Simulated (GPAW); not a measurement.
## free-standing square Nb monolayer, spacing 2.904 A: which magnetic order is lowest

Does free-standing square Nb monolayer, spacing 2.904 A prefer parallel or opposed moments, or none?

Calculated with GPAW 26.7.0; PBE; plane waves with GPAW's PAW setups, scalar-relativistic.

## Step 1: The structure

The cell holds 1 atom: 1 Nb. Its edges and angles: a = 2.904 Å, b = 2.904 Å, c = 14.000 Å, α = 90.0°, β = 90.0°, γ = 90.0°. model lattice. Vacuum lies along c.

Structure file:

```
Nb
1.0
     2.90400    0.00000    0.00000
     0.00000    2.90400    0.00000
     0.00000    0.00000   14.00000
Nb
1
Direct
  0.00000 0.00000 0.50000
```

## Step 2: Start 1: ferro +

Parallel moments need no larger cell; this start tests for a ferromagnetic state only.

order1.py reads:

```python
import json
import numpy as np
from ase import Atoms
from ase.parallel import paropen, parprint
from gpaw import GPAW

atoms = Atoms(['Nb'],
    cell=[[2.904, 0.0, 0.0],
         [0.0, 2.904, 0.0],
         [0.0, 0.0, 14.0]],
    scaled_positions=[[0.0, 0.0, 0.5]],
    pbc=True,
    magmoms=[1.0])
atoms.calc = GPAW(mode={'name': 'pw', 'ecut': 550},
    xc='PBE',
    kpts={'size': (10, 10, 1), 'gamma': True},
    occupations={'name': 'fermi-dirac', 'width': 0.05},
    convergence={'density': 1e-05, 'energy': 1e-05},
    maxiter=200,
    txt='order1.txt')
e = atoms.get_potential_energy(force_consistent=True)
res = {'free_energy': e, 'energy_sigma0': atoms.get_potential_energy(), 'fermi_energy': atoms.calc.get_fermi_level()}
res['moments'] = atoms.get_magnetic_moments().tolist()
res['total'] = atoms.get_magnetic_moment()
parprint('site moments (muB):', np.round(res['moments'], 3))
parprint(f"total moment: {res['total']:.3f} muB")
parprint(f'free energy: {e:.6f} eV')
atoms.calc.write('order1.gpw')
with paropen('results.json', 'w') as f:
    json.dump(res, f)
```

Command:

```console
> OMP_NUM_THREADS=1 python3 order1.py > order1.log
```

Output:

```text
site moments (muB): [0.126]
total moment: 0.233 muB
free energy: -7.206208 eV

--- order1.txt ---
Input parameters:
  mode=PW(ecut=550),
  convergence={'density': 1e-05, 'energy': 1e-05},
  kpts=MonkhorstPack(size=(10, 10, 1), gamma=True),
  maxiter=200,
  occupations=Occupations(name='fermi-dirac', width=0.05),
  xc=XC(name='PBE')

Diagonalizing LCAO Hamiltonian
Converting LCAO to pw mode
   .------.
  /|      |
 * |      |
 | |      |
 | |      |
 | |      |
 | |      |
 | |      |
 | |      |
 | |      |
 Nb|      |
 | |      |
 | |      |
 | |      |
 | |      |
 | |      |
 | |      |
 | .------.
 |/      /
 *------*

Atoms  # Å, Bohr magnetons
|   | symbol |        x |        y |        z |    initial magnetic moments |
|---|--------|----------|----------|----------|-----------------------------|
| 0 |     Nb | 0.000000 | 0.000000 | 7.000000 | ( 0.0000,  0.0000,  1.0000) |

Unit cell  # Å
| periodic |        x |        y |         z |   lengths |    angles |
|----------|----------|----------|-----------|-----------|-----------|
|      yes | 2.904000 | 0.000000 |  0.000000 |  2.904000 | 90.000000 |
|      yes | 0.000000 | 2.904000 |  0.000000 |  2.904000 | 90.000000 |
|      yes | 0.000000 | 0.000000 | 14.000000 | 14.000000 | 90.000000 |

Number of symmetries: 16

BZ-sampling:
  Number of BZ points: 100
  Number of IBZ points: 21

  Monkhorst-Pack size: [10, 10, 1]
  Monkhorst-Pack shift: [0.05, 0.05, 0.0]

K-points  # in reciprocal-cell coordinates
|     |                                coordinates |     weight |
|-----|--------------------------------------------|------------|
|   0 | (  0.00000000,   0.00000000,   0.00000000) | 0.01000000 |
|   1 | (  0.10000000,   0.00000000,   0.00000000) | 0.04000000 |
|   2 | (  0.10000000,   0.10000000,   0.00000000) | 0.04000000 |
|   3 | (  0.20000000,   0.00000000,   0.00000000) | 0.04000000 |
|   4 | (  0.20000000,   0.10000000,   0.00000000) | 0.08000000 |
|   5 | (  0.20000000,   0.20000000,   0.00000000) | 0.04000000 |
|   6 | (  0.30000000,   0.00000000,   0.00000000) | 0.04000000 |
|   7 | (  0.30000000,   0.10000000,   0.00000000) | 0.08000000 |
|   8 | (  0.30000000,   0.20000000,   0.00000000) | 0.08000000 |
|   9 | (  0.30000000,   0.30000000,   0.00000000) | 0.04000000 |
| ... |                                            |            |
|  20 | (  0.50000000,   0.50000000,   0.00000000) | 0.01000000 |

Plane wave coefficients: 3488
Cutoff: 550.0 eV

Spin-components: 2 (collinear spins)
Bands:           13
Projectors:      6
Spin-degeneracy: 1
Datatype:        complex128

Parallelization:
  kpt:    1
  domain: 1
  band:   1

Density:
  Valence electrons: 13.0
  Components: 2
  Grid points: [16 16 80]
  Charge: 0.0  # |e|

Potential:
  Grid points: [16 16 80]

species:
  Nb:
    name:    Niobium
    Z:       41.0
    valence: 13
    core:    28
    charge:  0.0  # [|e|]
    compensation charges:
      type: gauss
      rc: 0.40  # [Å]
      lmax: 2
    cutoffs:
      filter: 2.35  # [Å]
      core: 1.51  # [Å]
    projectors
    | kind |    occ | energy [eV] | rcut [Å] |
    |------|--------|-------------|----------|
    |   4s |  2.000 |     -58.361 |    1.323 |
    |   5s |  1.000 |      -3.980 |    1.323 |
    |   4p |  6.000 |     -34.526 |    1.323 |
    |   5p |  0.000 |      -1.111 |    1.323 |
    |   4d |  4.000 |      -3.041 |    1.244 |
    |    d |        |      24.171 |    1.244 |

    Using partial waves for Nb as LCAO basis

Reference energy: -103906.147789  # eV

eigensolver:
  PPCG
  Converge bands: occupied
  niter=2

density mixing:
  MSR1-Mixer
  Pratt-step length: 0.05
  Maximum mixing coefficient: 0.75
  Old densities: 10
  SVD Regularization: 0.005
  Good broyden scale: 1.0
  Trust region scale: 1.0
  Backstep threshold: 4.0
  History deletion threshold: 6.0
  Fourier metric: weight=20.0, sigma=0.015

occupation numbers:
  Fermi-Dirac:
    width: 0.0500  # eV

poisson solver:
  ecut: 4400.0  # eV

xc functional:
  name: PBE with 2 nearest neighbor stencil

convergence criteria:
- Maximum integral of absolute [dens]ity change: 1e-05 electrons / valence electron
- Maximum [total energy] change in last 3 cyles: 1e-05 eV / valence electron
- Maximum integral of absolute [eigenst]ate change: 4e-08 eV^2 / valence electron
maximum number of iterations: 200

SCF iterations
|iter     |      energy | eigst |  dens |  magmom |
|---------|-------------|-------|-------|---------|
|iter:   1|       0s |   -7.531135 | -0.23 |       |  +0.9868|
|iter:   2|       2s |   -7.454157 | -1.65 | -0.92 |  +0.9695|
|iter:   3|       4s |   -7.169320 | -1.52 | -0.98 |  +0.9106|
|iter:   4|       6s |   -7.181671 | -2.29 | -1.43 |  +0.7942|
|iter:   5|       8s |   -7.186227 | -3.18 | -1.66 |  +0.7144|
|iter:   6|      10s |   -7.191163 | -3.45 | -1.83 |  +0.5590|
|iter:   7|      12s |   -7.193289 | -3.80 | -2.13 |  +0.4065|
|iter:   8|      14s |   -7.194334 | -3.92 | -2.48 |  +0.2834|
|iter:   9|      16s |   -7.194469 | -4.27 | -2.77 |  +0.2545|
|iter:  10|      18s |   -7.194371 | -5.01 | -3.20 |  +0.2332|
|iter:  11|      20s |   -7.194398c| -5.85 | -3.56 |  +0.2406|
|iter:  12|      22s |   -7.194362c| -6.33 | -3.50 |  +0.2337|
|iter:  13|      24s |   -7.194356c| -7.05 | -4.29 |  +0.2337|
|iter:  14|      26s |   -7.194350c| -7.79c| -4.48 |  +0.2333|
|iter:  15|      27s |   -7.194350c| -8.40c| -5.01c|  +0.2333|

Converged in 15 steps
Energy contributions relative to reference atoms: (reference = -103906.147789)

Energy contributions:
  Kinetic:         -14.798945
  Coulomb:           8.952348
  Zero:             -0.039686
  External:          0.000000
  Xc:               -1.296209
  Entropy:          -0.023717
  Spinorbit:         0.000000
  ----------------------------
  Free energy:      -7.206208
  Extrapolated:     -7.194350

dipole moment: (-10.611991, -10.611991, 0.000001)  # |e|*Ang

Total magnetic moment: (0.000000, 0.000000, 0.233256)

Local magnetic moments
|        x |        y |        z |
|----------|----------|----------|
| 0.000000 | 0.000000 | 0.125720 |  # Nb   0

Fermi level: -1.845
Eigenvalues  # (at kpt = [0.000, 0.000, 0.000])
| band index |      eig [eV] | occ [0-1] |      eig [eV] | occ [0-1] |
|------------|---------------|-----------|---------------|-----------|
|          0 |       -57.033 |     1.000 |       -56.944 |     1.000 |
|          1 |       -33.299 |     1.000 |       -33.155 |     1.000 |
|          2 |       -32.596 |     1.000 |       -32.515 |     1.000 |
|          3 |       -32.596 |     1.000 |       -32.515 |     1.000 |
|          4 |        -5.647 |     1.000 |        -5.559 |     1.000 |
|          5 |        -3.835 |     1.000 |        -3.722 |     1.000 |
|          6 |        -2.531 |     1.000 |        -2.297 |     1.000 |
|          7 |        -1.127 |     0.000 |        -0.971 |     0.000 |
|          8 |         0.504 |     0.000 |         0.622 |     0.000 |
|          9 |         0.504 |     0.000 |         0.622 |     0.000 |
|         10 |         2.014 |     0.000 |         2.084 |     0.000 |
|         11 |         2.195 |     0.000 |         2.261 |     0.000 |
|         12 |         3.134 |     0.000 |         3.210 |     0.000 |

No gap
No difference between direct/indirect transitions
```

The job ended after 33 s (1 MPI rank of AMD EPYC 7R43, shared host; peak memory 0.22 GiB).

Numbers from this step:

```
magnetization  : 0.2333 μB
final state    : weakly magnetic
largest moment : 0.1257 μB
```

After 15 cycles the largest moment is only 0.126 μB.

## Step 3: Order 2, typed as antiferro q=(1/2,1/2,0) +-

Reversing part of the moments tests the sign of the couplings between them.

The cell is doubled to 2 atoms to hold this order. Its mesh is chosen so that both cells sample the same points.

order2.py reads:

```python
import json
import numpy as np
from ase import Atoms
from ase.parallel import paropen, parprint
from gpaw import GPAW

atoms = Atoms(['Nb', 'Nb'],
    cell=[[5.808, 0.0, 0.0],
         [2.904, 2.904, 0.0],
         [0.0, 0.0, 14.0]],
    scaled_positions=[[0.0, 0.0, 0.5],
         [0.5, 0.0, 0.5]],
    pbc=True,
    magmoms=[1.0, -1.0])
atoms.calc = GPAW(mode={'name': 'pw', 'ecut': 550},
    xc='PBE',
    kpts={'size': (5, 10, 1), 'gamma': True},
    occupations={'name': 'fermi-dirac', 'width': 0.05},
    convergence={'density': 1e-05, 'energy': 1e-05},
    maxiter=200,
    txt='order2.txt')
e = atoms.get_potential_energy(force_consistent=True)
res = {'free_energy': e, 'energy_sigma0': atoms.get_potential_energy(), 'fermi_energy': atoms.calc.get_fermi_level()}
res['moments'] = atoms.get_magnetic_moments().tolist()
res['total'] = atoms.get_magnetic_moment()
parprint('site moments (muB):', np.round(res['moments'], 3))
parprint(f"total moment: {res['total']:.3f} muB")
parprint(f'free energy: {e:.6f} eV')
atoms.calc.write('order2.gpw')
with paropen('results.json', 'w') as f:
    json.dump(res, f)
```

Command:

```console
> OMP_NUM_THREADS=1 python3 order2.py > order2.log
```

Output:

```text
UserWarning: Initial realspace grid (32,24,80) inconsistent with symmetries.
UserWarning: Using symmetrized grid: (32,32,80).

site moments (muB): [-0.  0.]
total moment: 0.000 muB
free energy: -14.410770 eV

--- order2.txt ---
Input parameters:
  mode=PW(ecut=550),
  convergence={'density': 1e-05, 'energy': 1e-05},
  kpts=MonkhorstPack(size=(5, 10, 1), gamma=True),
  maxiter=200,
  occupations=Occupations(name='fermi-dirac', width=0.05),
  xc=XC(name='PBE')

Diagonalizing LCAO Hamiltonian
Converting LCAO to pw mode

       Nb     Nb

Atoms  # Å, Bohr magnetons
|   | symbol |        x |        y |        z |    initial magnetic moments |
|---|--------|----------|----------|----------|-----------------------------|
| 0 |     Nb | 0.000000 | 0.000000 | 7.000000 | ( 0.0000,  0.0000,  1.0000) |
| 1 |     Nb | 2.904000 | 0.000000 | 7.000000 | ( 0.0000,  0.0000, -1.0000) |

Unit cell  # Å
| periodic |        x |        y |         z |   lengths |    angles |
|----------|----------|----------|-----------|-----------|-----------|
|      yes | 5.808000 | 0.000000 |  0.000000 |  5.808000 | 90.000000 |
|      yes | 2.904000 | 2.904000 |  0.000000 |  4.106876 | 90.000000 |
|      yes | 0.000000 | 0.000000 | 14.000000 | 14.000000 | 45.000000 |

Number of symmetries: 8

BZ-sampling:
  Number of BZ points: 50
  Number of IBZ points: 18

  Monkhorst-Pack size: [5, 10, 1]
  Monkhorst-Pack shift: [0.0, 0.05, 0.0]

Plane wave coefficients: 6925
Cutoff: 550.0 eV

Spin-components: 2 (collinear spins)
Bands:           20
Projectors:      12
Spin-degeneracy: 1
Datatype:        complex128

Parallelization:
  kpt:    1
  domain: 1
  band:   1

Density:
  Valence electrons: 26.0
  Components: 2
  Grid points: [32 32 80]
  Charge: 0.0  # |e|

Potential:
  Grid points: [32 32 80]

[... setups left out ...]
Reference energy: -207812.295578  # eV

eigensolver:
  PPCG
  Converge bands: occupied
  niter=2

density mixing:
  MSR1-Mixer
  Pratt-step length: 0.05
  Maximum mixing coefficient: 0.75
  Old densities: 10
  SVD Regularization: 0.005
  Good broyden scale: 1.0
  Trust region scale: 1.0
  Backstep threshold: 4.0
  History deletion threshold: 6.0
  Fourier metric: weight=20.0, sigma=0.015

occupation numbers:
  Fermi-Dirac:
    width: 0.0500  # eV

poisson solver:
  ecut: 4400.0  # eV

xc functional:
  name: PBE with 2 nearest neighbor stencil

convergence criteria:
- Maximum integral of absolute [dens]ity change: 1e-05 electrons / valence electron
- Maximum [total energy] change in last 3 cyles: 1e-05 eV / valence electron
- Maximum integral of absolute [eigenst]ate change: 4e-08 eV^2 / valence electron
maximum number of iterations: 200

SCF iterations
|iter     |      energy | eigst |  dens |  magmom |
|---------|-------------|-------|-------|---------|
|iter:   1|       0s |  -15.146004 | -0.21 |       |  +0.0000|
|iter:   2|       7s |  -14.954011 | -1.78 | -0.95 |  -0.0000|
|iter:   3|      15s |  -14.385041 | -1.33 | -1.00 |  +0.0000|
|iter:   4|      23s |  -14.377026 | -1.97 | -1.62 |  +0.0000|
|iter:   5|      31s |  -14.377721 | -3.01 | -1.88 |  -0.0000|
|iter:   6|      39s |  -14.379965 | -3.58 | -2.17 |  +0.0000|
|iter:   7|      47s |  -14.380228 | -4.55 | -2.61 |  -0.0000|
|iter:   8|      54s |  -14.380823 | -4.45 | -2.75 |  +0.0000|
|iter:   9|      62s |  -14.381883 | -3.66 | -2.84 |  -0.0000|
|iter:  10|      71s |  -14.382546 | -3.47 | -2.86 |  +0.0000|
|iter:  11|      78s |  -14.382973 | -3.60 | -2.88 |  -0.0000|
|iter:  12|      86s |  -14.383156 | -3.96 | -3.08 |  +0.0000|
|iter:  13|      95s |  -14.383210c| -5.09 | -3.47 |  -0.0000|
|iter:  14|     103s |  -14.383198c| -5.60 | -3.26 |  +0.0000|
|iter:  15|     110s |  -14.383204c| -5.59 | -3.74 |  +0.0000|
|iter:  16|     118s |  -14.383207c| -6.67 | -4.10 |  +0.0000|
|iter:  17|     126s |  -14.383206c| -7.65c| -4.62 |  +0.0000|
|iter:  18|     134s |  -14.383206c| -7.81c| -4.89 |  +0.0000|
|iter:  19|     138s |  -14.383206c| -7.94c| -5.20c|  +0.0000|

Converged in 19 steps
Energy contributions relative to reference atoms: (reference = -207812.295578)

Energy contributions:
  Kinetic:         -29.693360
  Coulomb:          17.970497
  Zero:             -0.078948
  External:          0.000000
  Xc:               -2.553830
  Entropy:          -0.055129
  Spinorbit:         0.000000
  ----------------------------
  Free energy:     -14.410770
  Extrapolated:    -14.383206

dipole moment: (-42.448047, -21.224024, 0.000003)  # |e|*Ang

Total magnetic moment: (0.000000, 0.000000, 0.000002)

Local magnetic moments
|        x |        y |         z |
|----------|----------|-----------|
| 0.000000 | 0.000000 | -0.000053 |  # Nb   0
| 0.000000 | 0.000000 |  0.000054 |  # Nb   1

Fermi level: -1.872
Eigenvalues  # (at kpt = [0.000, 0.000, 0.000])
| band index |      eig [eV] | occ [0-1] |      eig [eV] | occ [0-1] |
|------------|---------------|-----------|---------------|-----------|
|          0 |       -57.003 |     1.000 |       -57.003 |     1.000 |
|        ... |               |           |               |           |
|          6 |       -32.573 |     1.000 |       -32.573 |     1.000 |
|          7 |       -32.573 |     1.000 |       -32.573 |     1.000 |
|          8 |        -5.617 |     1.000 |        -5.617 |     1.000 |
|          9 |        -4.393 |     1.000 |        -4.393 |     1.000 |
|         10 |        -3.797 |     1.000 |        -3.797 |     1.000 |
|         11 |        -2.423 |     1.000 |        -2.423 |     1.000 |
|         12 |        -2.185 |     0.998 |        -2.185 |     0.998 |
|         13 |        -2.185 |     0.998 |        -2.185 |     0.998 |
|         14 |        -1.054 |     0.000 |        -1.054 |     0.000 |
|         15 |        -0.035 |     0.000 |        -0.035 |     0.000 |
|         16 |         0.551 |     0.000 |         0.551 |     0.000 |
|         17 |         0.551 |     0.000 |         0.551 |     0.000 |
|         18 |         2.031 |     0.000 |         2.031 |     0.000 |
|         19 |         2.227 |     0.000 |         2.227 |     0.000 |

No gap
No difference between direct/indirect transitions
```

Run time: 2.6 min. Hardware: 1 MPI rank; peak memory 0.43 GiB.

Numbers from this step:

```
final state : non-magnetic
```

It lies 0.823 meV a seeded atom over the first start.

## Step 4: Run 3 (no spin polarisation)

A run without seeds gives the energy of the state without moments.

nospin.py reads:

```python
import json
import numpy as np
from ase import Atoms
from ase.parallel import paropen, parprint
from gpaw import GPAW

atoms = Atoms(['Nb'],
    cell=[[2.904, 0.0, 0.0],
         [0.0, 2.904, 0.0],
         [0.0, 0.0, 14.0]],
    scaled_positions=[[0.0, 0.0, 0.5]],
    pbc=True)
atoms.calc = GPAW(mode={'name': 'pw', 'ecut': 550},
    xc='PBE',
    kpts={'size': (10, 10, 1), 'gamma': True},
    occupations={'name': 'fermi-dirac', 'width': 0.05},
    convergence={'density': 1e-05, 'energy': 1e-05},
    maxiter=200,
    txt='nospin.txt')
e = atoms.get_potential_energy(force_consistent=True)
res = {'free_energy': e, 'energy_sigma0': atoms.get_potential_energy(), 'fermi_energy': atoms.calc.get_fermi_level()}
parprint(f'free energy: {e:.6f} eV')
atoms.calc.write('nospin.gpw')
with paropen('results.json', 'w') as f:
    json.dump(res, f)
```

Command:

```console
> OMP_NUM_THREADS=1 python3 nospin.py > nospin.log
```

Output:

```text
free energy: -7.205312 eV

--- nospin.txt ---
Input parameters:
  mode=PW(ecut=550),
  convergence={'density': 1e-05, 'energy': 1e-05},
  kpts=MonkhorstPack(size=(10, 10, 1), gamma=True),
  maxiter=200,
  occupations=Occupations(name='fermi-dirac', width=0.05),
  xc=XC(name='PBE')

Diagonalizing LCAO Hamiltonian
Converting LCAO to pw mode
   .------.
  /|      |
 * |      |
 | |      |
 | |      |
 | |      |
[...]
|------------|---------------|-----------|
|          0 |       -57.003 |     2.000 |
|          1 |       -33.237 |     2.000 |
|          2 |       -32.573 |     2.000 |
|          3 |       -32.573 |     2.000 |
|          4 |        -5.617 |     2.000 |
[...]
|          8 |         0.551 |     0.000 |
|          9 |         0.551 |     0.000 |
|         10 |         2.031 |     0.000 |
|         11 |         2.227 |     0.000 |

No gap
No difference between direct/indirect transitions


[key lines of the parts left out:]
Free energy:      -7.205312
Converged in 11 steps
dipole moment: (-10.612014, -10.612014, 0.000001)  # |e|*Ang
Fermi level: -1.872
```

Run time: 16 s. Hardware: 1 MPI rank; peak memory 0.17 GiB.

This step gave:

```yaml
final_state: non-magnetic (no spin polarisation)
```

It lies 0.896 meV a seeded atom over the first start.

## Step 5: Energies of the orders

These are free energies at a smearing of 0.05 eV, so its entropy term is in the differences. They are divided by the number of seeded atoms, so that cells of unlike size compare. Wavevectors q in the names are fractions of the reciprocal vectors of the first run's cell.

Orders:

| start | final state | typed order kept | energy over the lowest (meV a seeded atom) | largest site moment (μB) | net moment (μB a primitive cell) | mesh matched | CPU time (s) |
| --- | --- | --- | --- | --- | --- | --- | --- |
| ferro + | weakly magnetic | yes | 0 | 0.1257 | 0.2333 | yes | 33.13 |
| antiferro q=(1/2,1/2,0) +- | non-magnetic | no | 0.8229 | 5.43e-5 | 0 | yes | 153.6 |
| no spin polarisation | non-magnetic | - | 0.8962 | 0 | 0 | yes | 15.76 |

## Step 6: Results

```json
{"lowest state found": "weakly magnetic (typed ferro +)", "largest site moment": "0.126 μB", "next state": "non-magnetic, 0.823 meV a seeded atom higher", "energy gained by spin polarisation": "0.896 meV a seeded atom"}
```

In words: The lowest state found is weakly magnetic, reached from the start ferro +, with moments up to 0.126 μB. The two lowest states lie so close that the mesh, the functional or spin–orbit coupling could swap them. Spin polarisation gains little. 1 start left the typed pattern (a sign turned or a seeded moment died), so such an energy belongs to the state reached, not the one typed. Only 3 starts are shown; other collinear patterns, canted and longer-period orders are not.

[Logs and program files are shortened in this print: banners, set-up blocks, solver, clock and traceback lines can be left out without a mark of their own.]

[Logs are printed without paths, hosts, clocks, repeated set-up lines and the standing remarks that a program may print on its own settings, such as how far it seeks lower states.]

[Hosts, paths, dates, database ids (printed as entryN), source tags and the programs' standing remarks are cut or masked in the printed files.]

[Where a cell is said to come from a database of computed structures, the database is the Materials Project.]
